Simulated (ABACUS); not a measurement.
**RbCl: equation of state with PBE**

Crystal: RbCl.

```
CELL_PARAMETERS angstrom
0.00000 3.27400 3.27400
3.27400 0.00000 3.27400
3.27400 3.27400 0.00000
ATOMIC_POSITIONS crystal
Rb 0.00000 0.00000 0.00000
Cl 0.50000 0.50000 0.50000
```

```json
{
 "Program": "ABACUS 3.10.1",
 "Task": "equation of state",
 "Functional": "PBE",
 "Potentials or basis": "PseudoDojo NC SR 0.4.1 PBE standard",
 "Cutoff": "789 eV",
 "Density cutoff": "3157 eV",
 "Basis": "plane waves",
 "k mesh": "7 × 7 × 7",
 "Occupations": "fermi-dirac, width 0.05 eV",
 "Spin": "no spin polarisation",
 "Radial cutoff of the potentials (pseudo_rcut)": "10 bohr",
 "SCF threshold on the density": "1e-08",
 "Max SCF steps": "100",
 "Eigensolver": "dav",
 "Mixing": "broyden",
 "Mixing share": "0.7",
 "Symmetry key": "1",
 "Bands": "12"
}
```

```yaml
Equilibrium_volume: "37.58 Å³/atom (rough: see the caveat)"
Bulk_modulus: 14.2 GPa (rough)
```

Energy against volume, from the lowest point:
```csv
volume (Å³/atom),energy (meV/atom)
32.989,31.99
33.690,21.96
34.392,14.09
35.094,8.15
35.796,3.95
36.498,1.29
37.200,0.00
```

All runs of the series together: 50 s on 4 threads of Intel(R) Xeon(R) Platinum 8259CL CPU @ 2.50GHz (Skylake/Cascade Lake), on a shared host.

Caveat: the minimum lies outside the volumes run.
